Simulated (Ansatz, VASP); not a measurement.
One calculation of Rb, two programs

```
CELL_PARAMETERS angstrom
3.89555 0.00000 0.00000
0.00000 3.89555 0.00000
0.00000 0.00000 3.89555
ATOMIC_POSITIONS crystal
Rb 0.00000 0.00000 0.00000
```

Change from the starting cell: volume scaled by 0.6, LAPW.

Alike in both runs: task single point; functional PBE; k mesh 9 × 9 × 9; occupations fermi-dirac, width 0.08 eV; no spin polarisation.

```csv
,VASP,Ansatz
version,VASP 6.6.1,Ansatz 0.2.0
potentials or method,"VASP PAW PBE potentials, release 64 (Rb_sv), cutoff 520 eV","all-electron LAPW, scalar-relativistic"
```

```csv
,VASP,Ansatz,Ansatz less VASP
pressure (GPa),2.9,2.9,-0.01
```

Ansatz ran all-electron here, so the differences hold the error of VASP's frozen core and of both bases.
